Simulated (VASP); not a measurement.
Runs of VASP 6.6.1 on KF (Carobbiite). Symmetry: Fm-3m, No. 225, cubic system. Conventional cell: a = 5.344 Å, b = 5.344 Å, c = 5.344 Å, α = 90.00°, β = 90.00°, γ = 90.00°. Around K (site symmetry m-3m) lie 6 F at 2.67 Å. F (site symmetry m-3m) is surrounded by 6 K at 2.67 Å. 

```csv
level,potentials or basis,gap on the mesh (eV)
LDA,"VASP PAW LDA potentials, release 64 (K_sv, F)",5.79
r2SCAN,"VASP PAW PBE potentials, release 64 (K_sv, F)",6.83
PBEsol,"VASP PAW PBE potentials, release 64 (K_sv, F)",(a)
PBE,"VASP PAW PBE potentials, release 64 (K_sv, F)",6.17
```

Alike in all rows: task band structure; no spin polarisation; cell as given; k mesh 10 × 10 × 10; cutoff (eV) 520; smearing gaussian 0.02 eV.

Problem. Fill in the values left out.

Solution. (a) 6.03.

